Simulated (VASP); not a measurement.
# CoSi (F-43m) in VASP: density of states with PBE

Aim: the density of states of CoSi with PBE.

Everything below comes from runs of VASP 6.6.1. Logs are shortened: lines on timing, memory, paths and dates and some standing lists are left out, and cuts for length are marked.

**1. The crystal as given**

It takes space group F-43m (No. 216, cubic). The conventional cell has a = 5.089 Å, b = 5.089 Å, c = 5.089 Å, α = 90.00°, β = 90.00°, γ = 90.00°. Co (site symmetry -43m) is surrounded by 4 Si at 2.20 Å. Si (site symmetry -43m) is surrounded by 4 Co at 2.20 Å.

Measurements of this composition are mostly on another form, of space group No. 198.

**2. Density of states, PBE, collinear spin, typed start**

File POSCAR:

```
CoSi
1.0
    0.0000000000      2.5444264144      2.5444264144
    2.5444264144      0.0000000000      2.5444264144
    2.5444264144      2.5444264144      0.0000000000
Co Si
1 1
Direct
    0.0000000000      0.0000000000      0.0000000000
    0.2500000000      0.2500000000      0.2500000000
```

File INCAR.step1:

```
SYSTEM = CoSi
PREC = Accurate ; ENCUT = 520
EDIFF = 1E-7 ; ISMEAR = -1
SIGMA = 0.08 ; LREAL = .FALSE.
LASPH = .TRUE. ; NELM = 150
ALGO = Normal ; ISIF = 2
LWAVE = .FALSE. ; LCHARG = .TRUE.
ISPIN = 2 ; MAGMOM = 1.7 0
LMAXMIX = 4 ; GGA = PE
NBANDS = 18
```

File KPOINTS.step1:

```
Automatic mesh
0
G
  14 14 14
  0 0 0
```

File INCAR.step2:

```
SYSTEM = CoSi
PREC = Accurate ; ENCUT = 520
EDIFF = 1E-7 ; ISMEAR = -5
SIGMA = 0.08 ; LREAL = .FALSE.
LASPH = .TRUE. ; NELM = 150
ALGO = Normal ; ISIF = 2
LWAVE = .FALSE. ; LCHARG = .FALSE.
ISPIN = 2 ; MAGMOM = 1.7 0
LORBIT = 11 ; LMAXMIX = 4
GGA = PE ; NEDOS = 1001
ICHARG = 11
```

File KPOINTS.step2:

```
Automatic mesh
0
G
  21 21 21
  0 0 0
```

Potentials or basis: VASP PAW PBE potentials, release 64 (Co, Si).

On the command line:

```
$ cat potpaw_PBE.64/Co/POTCAR potpaw_PBE.64/Si/POTCAR > POTCAR
$ cp INCAR.step1 INCAR
$ cp KPOINTS.step1 KPOINTS
$ mpirun -np 1 vasp_std > vasp.out
$ cp INCAR.step2 INCAR
$ cp KPOINTS.step2 KPOINTS
$ mpirun -np 1 vasp_std > vasp.out
```

OUTCAR:

```text
SYSTEM = CoSi
   PREC = Accurate
   ENCUT = 520
   EDIFF = 1E-7
   ISMEAR = -5
   LREAL = .FALSE.
   LASPH = .TRUE.
   NELM = 150
   ISIF = 2
   ISPIN = 2
   LORBIT = 11
   GGA = PE
   ICHARG = 11

 ion  position               nearest neighbor table
   1  0.000  0.000  0.000-   2 2.20   2 2.20   2 2.20   2 2.20
   2  0.250  0.250  0.250-   1 2.20   1 2.20   1 2.20   1 2.20

  LATTYP: Found a face centered cubic cell.
 ALAT       =     5.0888528288

  Lattice vectors:

 A1 = (   0.0000000000,   2.5444264144,   2.5444264144)
 A2 = (   2.5444264144,   0.0000000000,   2.5444264144)
 A3 = (   2.5444264144,   2.5444264144,   0.0000000000)

Analysis of symmetry for initial positions (statically):
=====================================================================
 Subroutine PRICEL returns:
 Original cell was already a primitive cell.

 Routine SETGRP: Setting up the symmetry group for a
 face centered cubic supercell.

 Subroutine GETGRP returns: Found 24 space group operations
 (whereof 24 operations were pure point group operations)
 out of a pool of 48 trial point group operations.

The static configuration has the point symmetry T_d .

Analysis of symmetry for dynamics (positions and initial velocities):
=====================================================================
 Subroutine PRICEL returns:
 Original cell was already a primitive cell.

 Routine SETGRP: Setting up the symmetry group for a
 face centered cubic supercell.

 Subroutine GETGRP returns: Found 24 space group operations
 (whereof 24 operations were pure point group operations)
 out of a pool of 48 trial point group operations.

The dynamic configuration has the point symmetry T_d .

Analysis of structural, dynamic, and magnetic symmetry:
=====================================================================
 Subroutine PRICEL returns:
 Original cell was already a primitive cell.

 Routine SETGRP: Setting up the symmetry group for a
 face centered cubic supercell.

 Subroutine GETGRP returns: Found 24 space group operations
 (whereof 24 operations were pure point group operations)
 out of a pool of 48 trial point group operations.

The overall configuration has the point symmetry T_d .

 Subroutine INISYM returns: Found 24 space group operations
 (whereof 24 operations are pure point group operations),
 and found     1 'primitive' translations

----------------------------------------------------------------------------------------

                                     Primitive cell

  volume of cell :      32.9458

  direct lattice vectors                    reciprocal lattice vectors
     0.000000000  2.544426414  2.544426414    -0.196507943  0.196507943  0.196507943
     2.544426414  0.000000000  2.544426414     0.196507943 -0.196507943  0.196507943
     2.544426414  2.544426414  0.000000000     0.196507943  0.196507943 -0.196507943

  length of vectors
     3.598362344  3.598362344  3.598362344     0.340361741  0.340361741  0.340361741

  position of ions in fractional coordinates (direct lattice)
     0.000000000  0.000000000  0.000000000
     0.250000000  0.250000000  0.250000000

  ion indices of the primitive-cell ions
   primitive index   ion index
                 1           1
                 2           2

----------------------------------------------------------------------------------------

 KPOINTS: Automatic mesh

Automatic generation of k-mesh.
 Grid dimensions read from file:
 generate k-points for:   21   21   21

 Generating k-lattice:

  Cartesian coordinates                     Fractional coordinates (reciprocal lattice)
    -0.009357521  0.009357521  0.009357521     0.047619048  0.000000000  0.000000000
     0.009357521 -0.009357521  0.009357521     0.000000000  0.047619048  0.000000000
     0.009357521  0.009357521 -0.009357521     0.000000000  0.000000000  0.047619048

  Length of vectors
     0.016207702  0.016207702  0.016207702

  Shift w.r.t. Gamma in fractional coordinates (k-lattice)
     0.000000000  0.000000000  0.000000000

 TETIRR: Found   1276 inequivalent tetrahedra from    55566

 Subroutine IBZKPT returns following result:
 ===========================================

 Found    286 irreducible k-points:

 Following reciprocal coordinates:
            Coordinates               Weight
  0.000000  0.000000  0.000000      1.000000
  0.047619  0.000000  0.000000      8.000000
  0.095238  0.000000  0.000000      8.000000
  0.142857  0.000000  0.000000      8.000000
  0.190476  0.000000  0.000000      8.000000
  0.238095  0.000000  0.000000      8.000000
[... 16 lines left out ...]
 -0.428571  0.047619  0.000000     24.000000
 -0.380952  0.047619  0.000000     24.000000
 [... further k-points ...]
   k-points           NKPTS =    286   k-points in BZ     NKDIM =    286   number of bands    NBANDS=     11
   number of dos      NEDOS =   1001   number of ions     NIONS =      2
   total plane-waves  NPLWV =  21952
   dimension x,y,z NGX =    28 NGY =   28 NGZ =   28
   dimension x,y,z NGXF=    56 NGYF=   56 NGZF=   56
   ions per type =               1   1
   NGX,Y,Z   is equivalent  to a cutoff of  12.94, 12.94, 12.94 a.u.
   NGXF,Y,Z  is equivalent  to a cutoff of  25.87, 25.87, 25.87 a.u.
 SYSTEM =  CoSi
   PREC   = accura    normal or accurate (medium, high low for compatibility)
   ISTART =      0    job   : 0-new  1-cont  2-samecut
   ICHARG =     11    charge: 1-file 2-atom 10-const
   ISPIN  =      2    spin polarized calculation?
   LNONCOLLINEAR =      F non collinear calculations
   LSORBIT =      F    spin-orbit coupling
   LASPH  =      T    aspherical Exc in radial PAW
   ENCUT  =  520.0 eV  38.22 Ry    6.18 a.u.   6.69  6.69  6.69*2*pi/ulx,y,z
   NELM   =    150;   NELMIN=  2; NELMDL=  0     # of ELM steps
   EDIFF  = 0.1E-06   stopping-criterion for ELM
   LREAL  =      F    real-space projection
   EDIFFG = 0.1E-05   stopping-criterion for IOM
   NSW    =      0    number of steps for IOM
   IBRION =     -1    ionic relax: 0-MD 1-quasi-New 2-CG
   NFREE  =      0    steps in history (QN), initial steepest desc. (CG)
   ISIF   =      2    stress and relaxation
   ISYM   =      2    0-nonsym 1-usesym 2-fastsym
   POTIM  = 0.5000    time-step for ionic-motion
   TEBEG  =    0.0;   TEEND  =   0.0 temperature during run
   PSTRESS=    0.0 pullay stress
   NELECT =      13.0000    total number of electrons
   NUPDOWN=      -1.0000    fix difference up-down
   EMIN   =  10.00;   EMAX   =-10.00  energy-range for DOS
   EFERMI =   0.00;   METHOD = LEGACY
   ISMEAR =    -5;   SIGMA  =   0.08  broadening in eV -4-tet -1-fermi 0-gaus
   EFERMI_NEDOS =   21; number of points for ismear=-14 and -15
   IALGO  =     38    algorithm
   IMIX   =      4    mixing-type and parameters
     AMIX     =   0.40;   BMIX     =  1.00
     AMIX_MAG =   1.60;   BMIX_MAG =  1.00
  volume/ion in A,a.u.               =      16.47       111.16
  Fermi-wavevector in a.u.,A,eV,Ry     =   1.200760  2.269107 19.617200  1.441824
  Thomas-Fermi vector in A             =   2.336587
   LORBIT       =     11    0 simple, 1 ext, 2 COOP (PROOUT), +10 PAW based schemes
   GGA     = PE    functional components
   LHFCALC =     F    Hartree Fock is set to
   AEXX    =    0.0000 exact exchange contribution
   IVDW    =     0    specifies the selected vdW correction
   LEPSILON=     F    determine dielectric tensor
   LRPA    =     F    only Hartree local field effects (RPA)
 spin polarized calculation
 Fermi weights with tetrahedron method with Bloechl corrections
  energy-cutoff  :      520.00
  volume of cell :       32.95
 maximum number of plane-waves:       905

 number of electron      12.9999999 magnetization      -0.0001155

 Free energy of the ion-electron system (eV)
  ---------------------------------------------------
  ext. energy  EPLUGINS =         0.00000000
  ---------------------------------------------------
  free energy    TOTEN  =       -11.72791982 eV

  energy without entropy =      -11.72791982  energy(sigma->0) =      -11.72791982

 E-fermi :   6.0226     XC(G=0): -10.5484

 val. band max:        6.0513825553   @ k =  -0.3333   0.3333   0.0000
 cond. band min:       6.0217390500   @ k =   0.4762   0.1905   0.0952
 fundamental gap:     -0.0296435053
 Fermi energy:         6.0225629749

 spin component 1

 k-point     1 :       0.0000    0.0000    0.0000
  band No.  band energies     occupation
      1      -3.8602      1.00000
      2       3.7290      1.00000
      3       3.7290      1.00000
      4       3.7290      1.00000
      5       5.0143      1.00000
      6       5.0143      1.00000
      7      12.4526      0.00000
      8      12.4526      0.00000
      9      12.4526      0.00000
     10      13.7636      0.00000
     11      13.7636      0.00000
[... 309 lines left out ...]
 k-point    24 :      -0.3810    0.0476    0.0000
  band No.  band energies     occupation
      1      -1.7718      1.00000
      2       2.3555      1.00000
      3       3.9160      1.00000
      4       3.9542      1.00000
      5       5.0799      1.00000
      6       5.1561      1.00000
      7       5.8436      0.99119
      8       9.8618      0.00000
      9      10.3238      0.00000
     10      13.8284      0.00000
     11      14.7656      0.00000

 [... further k-points ...]

 spin component 2

 k-point     1 :       0.0000    0.0000    0.0000
  band No.  band energies     occupation
      1      -3.8601      1.00000
      2       3.7289      1.00000
      3       3.7289      1.00000
      4       3.7289      1.00000
      5       5.0142      1.00000
      6       5.0142      1.00000
      7      12.4526      0.00000
      8      12.4526      0.00000
      9      12.4526      0.00000
     10      13.7637      0.00000
     11      13.7637      0.00000
[... 309 lines left out ...]
 k-point    24 :      -0.3810    0.0476    0.0000
  band No.  band energies     occupation
      1      -1.7717      1.00000
      2       2.3555      1.00000
      3       3.9159      1.00000
      4       3.9541      1.00000
      5       5.0798      1.00000
      6       5.1560      1.00000
      7       5.8435      0.99136
      8       9.8618      0.00000
      9      10.3238      0.00000
     10      13.8284      0.00000
     11      14.7662      0.00000

 [... further k-points ...]
[... 5 lines left out ...]
  --------------------------------------------------------------------------------------
  -------------------------------------------------------------------------------------
  Total        0.1494078      0.1494078      0.1494078      0.0000000      0.0000000     -0.0000000
  in kB        7.2658119      7.2658119      7.2658119      0.0000000      0.0000000     -0.0000000
  external PRESSURE =       7.2658119 kB  Pullay stress =       0.0000000 kB

 VOLUME and BASIS-vectors are now :
 -----------------------------------------------------------------------------
  energy-cutoff  :      520.00
  volume of cell :       32.95
      direct lattice vectors                 reciprocal lattice vectors
     0.000000000  2.544426414  2.544426414    -0.196507943  0.196507943  0.196507943
     2.544426414  0.000000000  2.544426414     0.196507943 -0.196507943  0.196507943
     2.544426414  2.544426414  0.000000000     0.196507943  0.196507943 -0.196507943

 POSITION                                       TOTAL-FORCE (eV/Angst)
 -----------------------------------------------------------------------------------
      0.00000      0.00000      0.00000         0.000000      0.000000      0.000000
      1.27221      1.27221      1.27221        -0.000000     -0.000000     -0.000000
 -----------------------------------------------------------------------------------
    total drift:                                0.000001      0.000001      0.000001

  FREE ENERGIE OF THE ION-ELECTRON SYSTEM (eV)
  ---------------------------------------------------
  free  energy   TOTEN  =       -11.7279198242 eV

  energy  without entropy=      -11.7279198242  energy(sigma->0) =      -11.72791982

 total charge

# of ion       s       p       d       tot
------------------------------------------
    1        0.533   0.384   7.550   8.467
    2        0.826   0.853   0.000   1.679
--------------------------------------------------
tot          1.359   1.237   7.550  10.146

 magnetization (x)

# of ion       s       p       d       tot
------------------------------------------
    1       -0.000   0.000  -0.000  -0.000
    2        0.000   0.000   0.000   0.000
--------------------------------------------------
tot          0.000   0.000  -0.000  -0.000
```

It took 2.1 min on 1 thread of AMD EPYC 9R45 (Zen 5), shared host; peak memory 0.28 GiB.

Results:

```
Net moment                                            : 0.00 μB per cell
Valence electrons inside the program's atomic spheres : Co 8.47; Si 1.68
```

Levels at points of the mesh, in eV from the Fermi level:
Spin up:
```csv
k point,band 2,band 3,band 4,band 5,band 6,band 7,band 8,band 9,band 10,band 11
"(0.00, 0.00, 0.00)",-2.29,-2.29,-2.29,-1.01,-1.01,6.43,6.43,6.43,7.74,7.74
```
Spin down:
| k point | band 2 | band 3 | band 4 | band 5 | band 6 | band 7 | band 8 | band 9 | band 10 | band 11 |
| --- | --- | --- | --- | --- | --- | --- | --- | --- | --- | --- |
| (0.00, 0.00, 0.00) | -2.29 | -2.29 | -2.29 | -1.01 | -1.01 | 6.43 | 6.43 | 6.43 | 7.74 | 7.74 |

States per cell in windows of 1 eV (zero at the Fermi level; states under -8 eV left out):
| from (eV) | up | down | Co1_d_up | Co1_d_down | Si2_p_up | Si2_p_down | Co1_p_up | Co1_p_down |
| --- | --- | --- | --- | --- | --- | --- | --- | --- |
| -8.0 | 0.40 | 0.40 | 0.03 | 0.03 | 0.00 | 0.00 | 0.02 | 0.02 |
| -7.0 | 0.34 | 0.34 | 0.04 | 0.04 | 0.00 | 0.00 | 0.03 | 0.03 |
| -6.0 | 0.00 | 0.00 | 0.00 | 0.00 | 0.00 | 0.00 | 0.00 | 0.00 |
| -5.0 | 0.02 | 0.02 | 0.00 | 0.00 | 0.00 | 0.00 | 0.00 | 0.00 |
| -4.0 | 0.81 | 0.81 | 0.22 | 0.22 | 0.13 | 0.13 | 0.04 | 0.04 |
| -3.0 | 1.31 | 1.31 | 0.80 | 0.80 | 0.15 | 0.15 | 0.03 | 0.03 |
| -2.0 | 1.80 | 1.80 | 1.37 | 1.37 | 0.11 | 0.11 | 0.04 | 0.04 |
| -1.0 | 1.57 | 1.57 | 1.31 | 1.31 | 0.03 | 0.03 | 0.02 | 0.02 |
| 0.0 | 0.53 | 0.53 | 0.28 | 0.28 | 0.04 | 0.04 | 0.04 | 0.04 |
| 1.0 | 0.64 | 0.64 | 0.24 | 0.24 | 0.09 | 0.09 | 0.08 | 0.08 |
| 2.0 | 0.53 | 0.53 | 0.16 | 0.16 | 0.09 | 0.09 | 0.08 | 0.08 |
| 3.0 | 0.46 | 0.46 | 0.11 | 0.11 | 0.10 | 0.10 | 0.07 | 0.07 |
| 4.0 | 0.24 | 0.24 | 0.06 | 0.06 | 0.06 | 0.06 | 0.04 | 0.04 |
| 5.0 | 0.11 | 0.11 | 0.03 | 0.03 | 0.03 | 0.03 | 0.01 | 0.01 |
| 6.0 | 0.29 | 0.29 | 0.06 | 0.06 | 0.01 | 0.01 | 0.02 | 0.02 |
| 7.0 | 0.65 | 0.65 | 0.09 | 0.09 | 0.03 | 0.03 | 0.05 | 0.05 |

Caveat: the starting moments collapsed, and a magnetic state may lie lower; tetrahedron occupations give inexact forces and stress in metals.
